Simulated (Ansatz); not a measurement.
# W2COS MXene bilayer (AB) in a perpendicular field, part 3 of 3

Aim: how the W2COS MXene bilayer (AB) screens a field along its normal, and what the field does to its bands. A positive field points along +c.

Ansatz 0.2.0; plane-wave DFT, r2SCAN-D4, Ansatz PAW.

So far. Step 7 (Atoms held, field -0.3 V/Å): The dipole is -0.246 e·Å, -0.208 e·Å from its value without field.

## (8) Response, atoms held

This step: plane-wave DFT, r2SCAN-D4, Ansatz PAW; response to a field along the normal, atoms held (Ansatz 0.2.0).

The dipoles give the slope, and the difference of two potentials shows where the field is screened.

Numbers from this step:

| Property | Result |
| --- | --- |
| equivalent conductor thickness p/(ε₀AE) | 14.45 Å |
| distance between the outer atoms | 13.06 Å |

Dipole of the cell against applied field:

| applied field (V/Å) | dipole of the cell (e·Å) |
| --- | --- |
| -0.300 | -0.246 |
| -0.100 | -0.107 |
| 0.000 | -0.0382 |
| 0.100 | 0.0312 |
| 0.500 | 0.309 |

Local field over the applied field, running mean. From the potentials at -0.1 and 0.1 V/Å; running mean over 2.5 Å. The local field over applied field by z:

```
z (Å)  local field over applied field
    5                           0.998
    6                           0.976
    7                           0.831
    8                           0.499
    9                           0.171
   10                          0.0424
   11                          0.0235
   12                          8.2e-4
   13                        -0.00204
   14                         0.00435
   15                          0.0122
   16                          0.0111
   17                         0.00200
   18                        -0.00423
   19                        -0.00711
   20                          0.0146
   21                          0.0876
   22                           0.319
   23                           0.660
   24                           0.921
   25                           0.993
   26                           0.999
```

The induced electron density oscillates, so the rows of the table below give means over windows of 1 Å about each position, cut where the curve ends. Its maxima inside the range that stand out by 2 % of the span (Å: e/Å³ per V/Å): 8.0: 0.00369, 10.6: 0.00126, 11.6: 2.3e-4, 12.8: 1.8e-4, 17.3: 8.2e-5, 19.4: 2.4e-4, 20.6: -1.8e-4, 21.4: 5.0e-5, 22.1: -0.0015. Its minima: 10.0: -0.00104, 11.1: -1.7e-4, 12.3: -2.1e-4, 14.0: -2.0e-4, 18.8: -2.6e-4, 20.2: -3.6e-4, 21.0: -0.00102, 21.9: -0.00221, 22.6: -0.00364.

Electrons, planar mean, per unit field. Induced electron density against z; means over each step:

z (Å), induced electron density (e/Å³ per V/Å) and a bar from the least value:
```
        5    0.00001 ##############
        6    0.00013 ##############
        7    0.00108 ###################
        8    0.00314 ##############################
        9    0.00118 ####################
       10   -0.00043 ############
       11    0.00041 ################
       12   -0.00001 ##############
       13    0.00006 ##############
       14   -0.00010 #############
       15   -0.00002 ##############
       16    0.00005 ##############
       17    0.00006 ##############
       18    0.00004 ##############
       19   -0.00001 ##############
       20   -0.00017 #############
       21   -0.00047 ###########
       22   -0.00182 ####
       23   -0.00265 
       24   -0.00044 ###########
       25   -0.00003 ##############
       26    0.00000 ##############
```

By hand: between -0.1 and 0.1 V/Å the dipole changes by 0.1386 e·Å, a slope of 0.6932 e·Å²/V. A perfect conductor of thickness t has p = ε₀AEt, so t = 180.95 × 0.6932 / 8.679 = 14.45 Å (e/ε₀ = 180.95 V·Å, A in Å²).

The induced dipole is that of a conductor 14.45 Å thick.

## (9) The same run with other settings: scf.n_extra_bands = 8

This step: plane-wave DFT, r2SCAN-D4, Ansatz PAW (Ansatz 0.2.0).

A run with a changed input: it repeats the earlier run at 0.1 V/Å with scf.n_extra_bands to 8.

The input, input.yaml:

```yaml
crystal:
  lattice:
    - [3.1657545209, 0.0, 0.0]
    - [-1.5828772605, 2.7416238373, 0.0]
    - [0.0, 0.0, 31.056012677]
  atoms:
    - { symbol: S, position: [0.3333333333, 0.6666666667, 0.2897989543] }
    - { symbol: W, position: [0.6666666667, 0.3333333333, 0.3424869222] }
    - { symbol: C, position: [0.0, 0.0, 0.378236787] }
    - { symbol: W, position: [0.3333333333, 0.6666666667, 0.4121701716] }
    - { symbol: O, position: [0.6666666667, 0.3333333333, 0.4475363254] }
    - { symbol: S, position: [0.6666666667, 0.3333333333, 0.5524615986] }
    - { symbol: W, position: [0.0, 0.0, 0.6051018536] }
    - { symbol: C, position: [0.3333333333, 0.6666666667, 0.6409457801] }
    - { symbol: W, position: [0.6666666667, 0.3333333333, 0.6750297488] }
    - { symbol: O, position: [0.0, 0.0, 0.7102010457] }
kpoints:
  mp_grid: { grid: [18, 18, 1] }
  band_path:
    path: [[0, 0, 0], [0.5, 0, 0], [0.33333333, 0.33333333, 0], [0, 0, 0]]
    npoints: 16
hamiltonian:
  xc: r2scan
  dispersion: d4
scf:
  occupations: { method: fermi_dirac, width: 0.02585 }
  convergence: { dr2_threshold: 1.0e-10 }
  n_extra_bands: 8
efield:
  axis: 3
  dipole_correction: true
  ramp_position: 0.9472
  ramp_width: 0.0931
  amplitude: 0.1
output:
  write_potential: true
  write_density: true
  volumetric_format: npy
```

On the command line:

```console
$ ansatz run input.yaml --threads 4 --pin off --max-ram 6144MiB --backend cpu --events-out ev --progress --plain --runs-dir out
```

Numbers of over 12 decimals in the logs are rounded to 6 here.

The program printed:

```text
[...]
Crystal: 10 atoms, lattice volume = 269.545 Å³
Basis set: ecut = 500 eV, 6785 PW (Γ), exchange–correlation on 96×96×960 points (64 copies of the dense FFT grid, shifted against one another)
Bands: 52, of which v1, the nominal top of the filled ones, is band 44 counted from 1 (43 counted from 0)
Symmetry: 6 space group operations
[...]
k-points: 37 of 324 (time reversal used)
[...]
SCF iter   1: F=—  HF=-45043.237305 eV  |F-HF|=—  |Δ(HF+E_count)|=         —  Δρ=1.37e-2  dr2=1.53e1  dr2_τ=7.04e-1  ethr=1.77e-3  p=-0.023 e·Å  D=-1.52e-2 V/Å  ΔV_dip=0.47 eV  dr2_dipole=8.22e0  V_vac-E_F(+/−)=7.09/3.87 eV  ⟨swp⟩=10.6  Hψ=10430  notcnv=0  defer=3
[...]
SCF iter  12: F=-45043.209013 eV  HF=-45043.209013 eV  |F-HF|=7.79e-10  |Δ(HF+E_count)|=   1.00e-9  Δρ=7.66e-8  dr2=1.70e-11  dr2_τ=2.19e-12  ethr=1.00e-12  p=0.031 e·Å  D=2.09e-2 V/Å  ΔV_dip=-0.65 eV  dr2_dipole=1.08e-12  V_vac-E_F(+/−)=6.51/4.40 eV  ⟨swp⟩=12.2  Hψ=6119  notcnv=0
SCF 1 converged in 12 iterations: F = -45043.209013 eV  dr2 = 1.70e-11
[...]
SCF converged after 12 iterations
Free energy (F): -45043.209013 eV
[...]
Internal energy: -45043.201450 eV  (E = F + TS)
E sigma→0 (E₀):  -45043.205231 eV
Entropy (-TS):   -0.007563 eV (-0.756 meV/atom)
Fermi energy:    4.594086 eV
Dipole field:    D = 0.020922 V/Å  (p = 0.031165 e·Å, saw-weighted, corrected)
Work function:   not extracted (applied field tilts the vacuum); planar V_es + V_field profile in the machine report
[...]
--- Band table (eV; the first three rows and the last of 37) ---
  k-point 0: bands = [... 40 lower, 3.1588, 3.1588, 3.2094, 3.2094, 3.4858, 3.5888, 5.3446, 5.3446, ... 4 higher]
  k-point 1: bands = [... 40 lower, 2.8884, 2.9481, 3.2667, 3.3191, 3.7519, 3.8325, 5.3829, 5.3885, ... 4 higher]
  k-point 2: bands = [... 40 lower, 2.5140, 2.5793, 3.4627, 3.5164, 4.0708, 4.1551, 5.4542, 5.4640, ... 4 higher]
  k-point 36: bands = [... 40 lower, 3.6534, 3.7112, 3.8922, 3.9338, 4.2674, 4.3073, 6.1441, 6.1716, ... 4 higher]
```

Run time: 47 s. Hardware: 4 threads of Intel Xeon Platinum 8488C (Sapphire Rapids), shared host; peak memory 1.5 GiB; 3 min of CPU time.

Numbers from this step:

```
energy at zero smearing : -45043.2052 eV
dipole along the normal : 0.03116 e·Å
```

The electronic bands at the labelled points (eV, zero at the Fermi level):

```csv
point,band 41,band 42,band 43,band 44,band 45,band 46,band 47,band 48
Γ,-1.44,-1.44,-1.38,-1.38,-1.11,-1.01,0.75,0.75
halfway,-2.88,-2.72,-0.71,-0.67,0.14,0.25,1.02,1.07
M,-2.70,-2.65,0.40,0.42,0.66,0.68,1.59,1.59
halfway,-1.94,-1.82,-0.01,0.03,0.31,0.34,1.58,1.62
K,-0.94,-0.88,-0.70,-0.66,-0.33,-0.29,1.55,1.58
halfway,-1.98,-1.92,-1.45,-1.35,0.75,0.80,1.43,1.46
Γ,-1.44,-1.44,-1.38,-1.38,-1.11,-1.01,0.75,0.75
```

```
                     quantity  this run  earlier run  difference
dipole along the normal (e·Å)   0.03116      0.03117     -1.1e-6
```

The dipole moves by under 0.5 % or 5e-5 e·Å.

Of the bands kept, 4 cross the Fermi level on this path.

## (10) Varying the input

Another changed input: it repeats the earlier run at 0.1 V/Å with kpoints.mp_grid.grid from [18, 18, 1] to [14, 14, 1], scf.lower_state_search to off and kpoints.mp_grid.shift to [0.5, 0.5, 0.0].

input.yaml: that of step 9 with these lines changed.

```diff
@@ -17,3 +17,3 @@
 kpoints:
-  mp_grid: { grid: [18, 18, 1] }
+  mp_grid: { grid: [14, 14, 1], shift: [0.5, 0.5, 0.0] }
   band_path:
@@ -27,3 +27,3 @@
   convergence: { dr2_threshold: 1.0e-10 }
-  n_extra_bands: 8
+  lower_state_search: "off"
 efield:
```

The program printed:

```text
Warning: crystal.symmetry: narrowed to the stabiliser of the k-point mesh — unitary ops 6 → 2; excluded 4 operations that carry a point of the 14×14×1 mesh (shift [0.5, 0.5, 0]) off the mesh (the run samples exactly the mesh kpoints.mp_grid names, as under crystal.symmetry.detect: false, and its converged state has the mesh's symmetry, not the crystal's; ε∞, the Born charges and the force constants of a linear response (`dielectric:` by the response, `phonons.method: dfpt`) are averaged over those of the crystal's operations that the state keeps within a tolerance, where `mesh_tensors`, `unaveraged_element` or `gamma_mean_max_change_ev_ang2` stands beside them; [rest of the remark cut]
[...]
Crystal: 10 atoms, lattice volume = 269.545 Å³
Basis set: ecut = 500 eV, 6785 PW (Γ), exchange–correlation on 96×96×960 points (64 copies of the dense FFT grid, shifted against one another)
Bands: 54, of which v1, the nominal top of the filled ones, is band 44 counted from 1 (43 counted from 0)
Symmetry: 2 space group operations
k-points: 56 of 196 (time reversal used)
[...]
SCF iter   1: F=-45017.868552 eV  HF=-45043.240515 eV  |F-HF|=2.54e1  |Δ(HF+E_count)|=         —  Δρ=1.40e-2  dr2=1.68e1  dr2_τ=7.07e-1  ethr=1.77e-3  p=-0.023 e·Å  D=-1.52e-2 V/Å  ΔV_dip=0.47 eV  dr2_dipole=9.01e0  V_vac-E_F(+/−)=7.10/3.88 eV  ⟨swp⟩=9.7  Hψ=16714  notcnv=0  defer=6
[...]
SCF iter  12: F=-45043.208547 eV  HF=-45043.208547 eV  |F-HF|=1.24e-9  |Δ(HF+E_count)|=   1.82e-9  Δρ=1.27e-7  dr2=6.10e-11  dr2_τ=4.11e-12  ethr=1.00e-12  p=0.032 e·Å  D=2.12e-2 V/Å  ΔV_dip=-0.66 eV  dr2_dipole=1.59e-11  V_vac-E_F(+/−)=6.51/4.42 eV  ⟨swp⟩=11.2  Hψ=12892  notcnv=0
SCF 1 converged in 12 iterations: F = -45043.208547 eV  dr2 = 6.10e-11
[...]
SCF converged after 12 iterations
Free energy (F): -45043.208547 eV
[...]
Internal energy: -45043.200848 eV  (E = F + TS)
E sigma→0 (E₀):  -45043.204697 eV
Entropy (-TS):   -0.007699 eV (-0.770 meV/atom)
Fermi energy:    4.582148 eV
Dipole field:    D = 0.021201 V/Å  (p = 0.031581 e·Å, saw-weighted, corrected)
Work function:   not extracted (applied field tilts the vacuum); planar V_es + V_field profile in the machine report
[...]
--- Band table (eV; the first three rows and the last of 56) ---
  k-point 0: bands = [... 40 lower, 2.8572, 2.9133, 3.2782, 3.3250, 3.7934, 3.8712, 5.3781, 5.3874, ... 6 higher]
  k-point 1: bands = [... 40 lower, 2.4382, 2.5004, 3.4576, 3.5042, 4.1968, 4.2814, 5.4727, 5.4796, ... 6 higher]
  k-point 2: bands = [... 40 lower, 2.0160, 2.1230, 3.6237, 3.6649, 4.5763, 4.6741, 5.5201, 5.5638, ... 6 higher]
  k-point 55: bands = [... 40 lower, 1.8855, 1.9253, 4.9535, 4.9749, 5.2569, 5.2736, 6.1403, 6.1528, ... 6 higher]
```

Elapsed: 85 s, on 4 threads; peak memory 1.8 GiB; 5.4 min of CPU time.

```
                     quantity  this run  earlier run  difference
dipole along the normal (e·Å)   0.03158      0.03117      4.1e-4
```

It moves by +0.000415 e·Å.

The change shows in the results, which are not taken further.

## (11) Results

| Property | Result |
| --- | --- |
| gap without field | none |
| work function, upper face | 5.88 eV |
| step between the vacuum levels | 0.796 eV |
| equivalent conductor thickness, atoms held | 14.5 Å |

**Reading.** The induced dipole equals that of a perfect conductor 14.45 Å thick, while the outer atoms lie 13.06 Å apart. The two faces differ: the vacuum level above lies 0.80 eV higher than the one below. There is no gap over 0.03 eV, with or without the field. The main runs have no spin polarisation; a magnetic state could lie lower and would change these results. Spin-orbit coupling is left out, which matters for the bands of elements this heavy. The MXene's terminations sit over the metal atoms of its far layer; the site over carbon or nitrogen, which some compounds prefer, was not run.

[Logs are printed without paths, hosts, clocks, repeated set-up lines and the standing remarks that a program may print on its own settings, such as how far it seeks lower states.]

[Hosts, paths, dates, database ids (printed as entryN), source tags and the programs' standing remarks are cut or masked in the printed files.]

[Maps of the electrostatic potential energy from Ansatz leave out the sawtooth potential of an applied field or a dipole correction, so their vacuum need not be flat; planar profiles and work functions include it.]
